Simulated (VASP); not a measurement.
# Tl (Im-3m) in VASP: further runs

The runs below take Tl through single point, with PBE.

All numbers are computed with VASP 6.6.1; they aren't measurements. Logs are shortened: lines on timing, memory, paths and dates and some standing lists are left out, and cuts for length are marked.

## (1) The structure

Symmetry: Im-3m, No. 229, cubic system. The conventional cell has a = 3.973 Å, b = 3.973 Å, c = 3.973 Å, α = 90.00°, β = 90.00°, γ = 90.00°. Tl (site symmetry m-3m) is surrounded by 8 Tl at 3.44 Å.

The cell was built by a generator and needn't be a form met in nature.

## (2) Single point, PBE

Input file INCAR:

```
PREC = Accurate ; ENCUT = 520
EDIFF = 1E-6 ; ISMEAR = 0
SIGMA = 0.05 ; LREAL = False
LASPH = True ; NELM = 80
ALGO = Normal ; ISIF = 2
LWAVE = False ; LCHARG = False
GGA = PE ; NBANDS = 12
```

Input file KPOINTS:

```
regular mesh
0
Gamma
  16 16 16
```

Input file POSCAR:

```
Tl
1.0
   -1.9863130256      1.9863130256      1.9863130256
    1.9863130256     -1.9863130256      1.9863130256
    1.9863130256      1.9863130256     -1.9863130256
Tl
1
Direct
    0.0000000000      0.0000000000      0.0000000000
```

Potentials or basis: VASP PAW PBE potentials, release 64 (Tl_d).

Started as:

```bash
$ cat potpaw_PBE.64/Tl_d/POTCAR > POTCAR
$ mpirun -np 1 vasp_std > vasp.out
```

OUTCAR:

```text
PREC = Accurate
   ENCUT = 520
   EDIFF = 1E-6
   ISMEAR = 0
   LREAL = False
   LASPH = True
   NELM = 80
   ISIF = 2
   GGA = PE

 ion  position               nearest neighbor table
   1  0.000  0.000  0.000-

  LATTYP: Found a body centered cubic cell.
 ALAT       =     3.9726260512

  Lattice vectors:

 A1 = (  -1.9863130256,   1.9863130256,   1.9863130256)
 A2 = (   1.9863130256,  -1.9863130256,   1.9863130256)
 A3 = (   1.9863130256,   1.9863130256,  -1.9863130256)

Analysis of symmetry for initial positions (statically):
=====================================================================
 Subroutine PRICEL returns:
 Original cell was already a primitive cell.

 Routine SETGRP: Setting up the symmetry group for a
 body centered cubic supercell.

 Subroutine GETGRP returns: Found 48 space group operations
 (whereof 48 operations were pure point group operations)
 out of a pool of 48 trial point group operations.

The static configuration has the point symmetry O_h .

Analysis of symmetry for dynamics (positions and initial velocities):
=====================================================================
 Subroutine PRICEL returns:
 Original cell was already a primitive cell.

 Routine SETGRP: Setting up the symmetry group for a
 body centered cubic supercell.

 Subroutine GETGRP returns: Found 48 space group operations
 (whereof 48 operations were pure point group operations)
 out of a pool of 48 trial point group operations.

The dynamic configuration has the point symmetry O_h .

 Subroutine INISYM returns: Found 48 space group operations
 (whereof 48 operations are pure point group operations),
 and found     1 'primitive' translations

----------------------------------------------------------------------------------------

                                     Primitive cell

  volume of cell :      31.3475

  direct lattice vectors                    reciprocal lattice vectors
    -1.986313026  1.986313026  1.986313026     0.000000000  0.251722661  0.251722661
     1.986313026 -1.986313026  1.986313026     0.251722661  0.000000000  0.251722661
     1.986313026  1.986313026 -1.986313026     0.251722661  0.251722661  0.000000000

  length of vectors
     3.440395080  3.440395080  3.440395080     0.355989601  0.355989601  0.355989601

[... 83 lines left out ...]
   NFREE  =      0    steps in history (QN), initial steepest desc. (CG)
   ISIF   =      2    stress and relaxation
   ISYM   =      2    0-nonsym 1-usesym 2-fastsym
   POTIM  = 0.5000    time-step for ionic-motion
   TEBEG  =    0.0;   TEEND  =   0.0 temperature during run
   PSTRESS=    0.0 pullay stress
   NELECT =      13.0000    total number of electrons
   NUPDOWN=      -1.0000    fix difference up-down
   EMIN   =  10.00;   EMAX   =-10.00  energy-range for DOS
   EFERMI =   0.00;   METHOD = LEGACY
   ISMEAR =     0;   SIGMA  =   0.05  broadening in eV -4-tet -1-fermi 0-gaus
   EFERMI_NEDOS =   21; number of points for ismear=-14 and -15
   IALGO  =     38    algorithm
   IMIX   =      4    mixing-type and parameters
     AMIX     =   0.40;   BMIX     =  1.00
     AMIX_MAG =   1.60;   BMIX_MAG =  1.00
  volume/ion in A,a.u.               =      31.35       211.54
  Fermi-wavevector in a.u.,A,eV,Ry     =   1.220829  2.307033 20.278451  1.490424
  Thomas-Fermi vector in A             =   2.356033
   LORBIT       =      0    0 simple, 1 ext, 2 COOP (PROOUT), +10 PAW based schemes
   GGA     = PE    functional components
   LHFCALC =     F    Hartree Fock is set to
   AEXX    =    0.0000 exact exchange contribution
   IVDW    =     0    specifies the selected vdW correction
   LEPSILON=     F    determine dielectric tensor
   LRPA    =     F    only Hartree local field effects (RPA)
 non-spin polarized calculation
 Gauss-broadening in eV      SIGMA  =   0.05
  energy-cutoff  :      520.00
  volume of cell :       31.35
 maximum number of plane-waves:       887
 NGX is ok and might be reduce to    28
   NGX = 13   NGY = 13   NGZ = 13

 number of electron      12.9999998 magnetization

 Free energy of the ion-electron system (eV)
  ---------------------------------------------------
  ext. energy  EPLUGINS =         0.00000000
  ---------------------------------------------------
  free energy    TOTEN  =        -2.22080478 eV

  energy without entropy =       -2.21979849  energy(sigma->0) =       -2.22030163

 E-fermi :   5.6310     XC(G=0):  -9.7415

 val. band max:        5.5874679752   @ k =   0.2500   0.2500   0.1875
 cond. band min:       5.6428578807   @ k =  -0.3750   0.3750   0.1250
 fundamental gap:      0.0553899055
 Fermi energy:         5.6310144218

 k-point     1 :       0.0000    0.0000    0.0000
  band No.  band energies     occupation
      1      -5.9068      2.00000
      2      -5.9068      2.00000
      3      -5.9068      2.00000
      4      -5.5617      2.00000
      5      -5.5617      2.00000
      6      -3.7940      2.00000
      7      15.5441      0.00000
      8      15.5441      0.00000
      9      15.5441      0.00000
     10      17.7698      0.00000
     11      17.7698      0.00000
     12      17.7698      0.00000
[... 331 lines left out ...]
 k-point    24 :       0.2500    0.1875   -0.0000
  band No.  band energies     occupation
      1      -5.9937      2.00000
      2      -5.8720      2.00000
      3      -5.6170      2.00000
      4      -5.6032      2.00000
      5      -5.4918      2.00000
      6      -0.7751      2.00000
      7       6.2896      0.00000
      8       8.9390      0.00000
      9      12.2384      0.00000
     10      17.0113      0.00000
     11      17.9522      0.00000
     12      20.2508      0.00000

 [... further k-points ...]

------------------------ aborting loop because EDIFF is reached ----------------------------------------

  FORCE on cell =-STRESS in cart. coord.  units (eV):
  Direction    XX          YY          ZZ          XY          YZ          ZX
  --------------------------------------------------------------------------------------
  -------------------------------------------------------------------------------------
  Total       -0.0105488     -0.0105488     -0.0105488      0.0000000      0.0000000     -0.0000000
  in kB       -0.5391529     -0.5391529     -0.5391529      0.0000000      0.0000000     -0.0000000
  external PRESSURE =      -0.5391529 kB  Pullay stress =       0.0000000 kB

 VOLUME and BASIS-vectors are now :
 -----------------------------------------------------------------------------
  energy-cutoff  :      520.00
  volume of cell :       31.35
      direct lattice vectors                 reciprocal lattice vectors
    -1.986313026  1.986313026  1.986313026     0.000000000  0.251722661  0.251722661
     1.986313026 -1.986313026  1.986313026     0.251722661  0.000000000  0.251722661
     1.986313026  1.986313026 -1.986313026     0.251722661  0.251722661  0.000000000

 POSITION                                       TOTAL-FORCE (eV/Angst)
 -----------------------------------------------------------------------------------
      0.00000      0.00000      0.00000        -0.000000      0.000000     -0.000000
 -----------------------------------------------------------------------------------
    total drift:                               -0.000000     -0.000000     -0.000000

  FREE ENERGIE OF THE ION-ELECTRON SYSTEM (eV)
  ---------------------------------------------------
  free  energy   TOTEN  =        -2.2208047766 eV

  energy  without entropy=       -2.2197984875  energy(sigma->0) =       -2.22030163
```

It took 35 s on 1 thread of Intel Xeon Platinum 8488C (Sapphire Rapids), shared host; peak memory 0.19 GiB.

Results:

* Free energy: -2.2208 eV
* Pressure: -0.1 GPa
* Band gap on the k mesh: none (metal or under the smearing width)

## (3) Single point, PBE

This run uses another cell than the first one, of 29.25 Å³/atom, 0.933 times its volume.

Input file INCAR:

```
SYSTEM = Tl
PREC     = Accurate       ! precision mode
ENCUT    = 520            ! plane-wave cutoff, eV
EDIFF    = 1E-6           ! SCF threshold, eV
ISMEAR   = 0              ! smearing method
SIGMA    = 0.05           ! smearing width, eV
LREAL    = .FALSE.        ! projectors in reciprocal space
LASPH    = .TRUE.         ! aspherical terms in the spheres
NELM     = 80             ! most SCF steps
ALGO     = Normal         ! electronic algorithm
ISIF     = 2              ! what is computed and relaxed
LWAVE    = .FALSE.        ! write WAVECAR
LCHARG   = .TRUE.         ! write CHGCAR
GGA      = PE             ! functional
LELF     = .TRUE.         ! ELF
LVHAR    = .TRUE.       
NBANDS   = 12             ! bands
```

Input file KPOINTS:

```
Automatic mesh
0
G
  16 16 16
  0 0 0
```

Input file POSCAR:

```
Tl
1.0
   -1.9410866947      1.9410866947      1.9410866947
    1.9410866947     -1.9410866947      1.9410866947
    1.9410866947      1.9410866947     -1.9410866947
Tl
1
Direct
    0.0000000000      0.0000000000      0.0000000000
```

Potentials or basis: VASP PAW PBE potentials, release 64 (Tl_d).

Started as:

```bash
$ cat potpaw_PBE.64/Tl_d/POTCAR > POTCAR
$ mpirun -np 1 vasp_std > vasp.out
```

It took 33 s on 1 thread of Intel Xeon Platinum 8488C (Sapphire Rapids), shared host; peak memory 0.19 GiB.

It converged, with:

* Free energy: -2.2072 eV
* Pressure: 2.1 GPa
* Band gap on the k mesh: none (metal or under the smearing width)

Levels at points of the mesh, in eV from the Fermi level:
```tsv
k point	band 3	band 4	band 5	band 6	band 7	band 8	band 9	band 10
(0.00, 0.00, 0.00)	-11.63	-11.22	-11.22	-9.87	10.62	10.62	10.62	12.31
(0.50, 0.00, 0.00)	-11.25	-11.22	-10.95	-5.01	-2.62	5.76	7.11	9.96
(0.50, 0.50, 0.50)	-11.02	-11.02	-11.02	-1.69	1.46	1.46	1.46	6.47
```
